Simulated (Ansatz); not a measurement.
# BaTe: the cost of one run

Program: Ansatz 0.2.0. Level of theory: DFT PBEsol, scalar-relativistic. These are calculated values, not measurements.

## 1. The system as given

The structure is cubic, space group Fm-3m (No. 225). Conventional cell: a = 6.820 Å, b = 6.820 Å, c = 6.820 Å, α = 90.00°, β = 90.00°, γ = 90.00°. Ba (site symmetry m-3m) is surrounded by 6 Te at 3.41 Å. Te (site symmetry m-3m) is surrounded by 6 Ba at 3.41 Å.

Coordinates:

```
CELL_PARAMETERS angstrom
0.00000 3.41000 3.41000
3.41000 0.00000 3.41000
3.41000 3.41000 0.00000
ATOMIC_POSITIONS crystal
Ba 0.00000 0.00000 0.00000
Te 0.50000 0.50000 0.50000
```

The structure is an experimental refinement, used without relaxation.

Atoms are numbered in the order of the input: Ba1, Te2.

## 2. Volume × 0.94, LAPW

File input.yaml:

```yaml
crystal:
  lattice:
    - [0.0, 3.3403886307, 3.3403886307]
    - [3.3403886307, 0.0, 3.3403886307]
    - [3.3403886307, 3.3403886307, 0.0]
  atoms:
    - { symbol: Ba, position: [0.0, 0.0, 0.0] }
    - { symbol: Te, position: [0.5, 0.5, 0.5] }
kpoints:
  mp_grid: { grid: [10, 10, 10] }
  band_path:
    path:
      - [0.0, 0.0, 0.0]
      - [0.5, 0.0, 0.5]
      - [0.625, 0.25, 0.625]
      - [0.375, 0.375, 0.75]
      - [0.0, 0.0, 0.0]
      - [0.5, 0.5, 0.5]
      - [0.5, 0.25, 0.75]
      - [0.5, 0.0, 0.5]
    npoints: 5
scf:
  occupations: { method: fermi_dirac, width: 0.05 }
hamiltonian:
  xc: pbesol
  pseudopotentials: { kind: all_electron, lapw: { basis_error: 0.00025 } }
output:
  forces: true
  stress: true
  eigenvalues: true
```

Run with:

```console
ansatz run input.yaml --threads 1 --pin off --max-ram 3072MiB --backend cpu --events-out ev --progress --plain --runs-dir out
```

What time and memory should one allow on 1 thread of Intel Xeon Platinum 8488C (Sapphire Rapids), shared host?

About 13 s, with a peak of 0.41 GiB.
